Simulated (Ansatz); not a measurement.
# Compressing Cu2O: a fit and a missing row

Cu2O, Pn-3m, a = 4.331 Å. Ansatz: PBE+U, PAW, 420 eV, Γ-centred 6×6×6 mesh on 6 atoms, Gaussian smearing 0.02 eV; U_eff Cu 4.00 eV; no spin polarisation. Symmetry fixes shape and atoms, so the cell is only scaled; pressure is positive in compression.

| V (Å³/atom) | P (GPa) |
| --- | --- |
| 11.918 | ? |
| 12.325 | 12.02 |
| 12.731 | 7.30 |
| 13.137 | 3.34 |
| 13.543 | 0.01 |
| 13.950 | -2.78 |
| 14.356 | -5.13 |
| 14.898 | -7.68 |

Task: Take V0 = 13.543 Å³/atom, count pressures from its P0 = 0.01 GPa, fit the third-order Birch–Murnaghan form to the other rows, and predict the missing pressure.

Result: With the Eulerian strain f = ½[(V0/V)^(2/3) − 1] and y = (P − P0)/[3f(1 + 2f)^(5/2)], the form is the line y = B0 + 1.5 B0 (B0′ − 4) f. Rows (f, y): 0.03242, 105.5; 0.02104, 104.2; 0.01025, 102.9; -0.00977, 100.0; -0.01906, 99.1; -0.03080, 97.6. Means f = 0.0006800, y = 101.55; Σ(Δf)² = 0.003003, ΣΔfΔy = 0.3812; the slope is their ratio. y = 101.5 + 126.9 f GPa, so B0 = 101.5 GPa and B0′ = 4 + 2 × (126.9)/(3 × 101.5) = 4.83. At V = 11.918, f = 0.04447, y = 107.14 and P = 17.70 GPa. The run gave 17.65 GPa, so the fit is 0.05 GPa too high, a small miss on the scale of the series.

Cost: 8 runs of about 2.3 core-minutes in all, on Intel Xeon Platinum 8375C (Ice Lake) (shared hosts).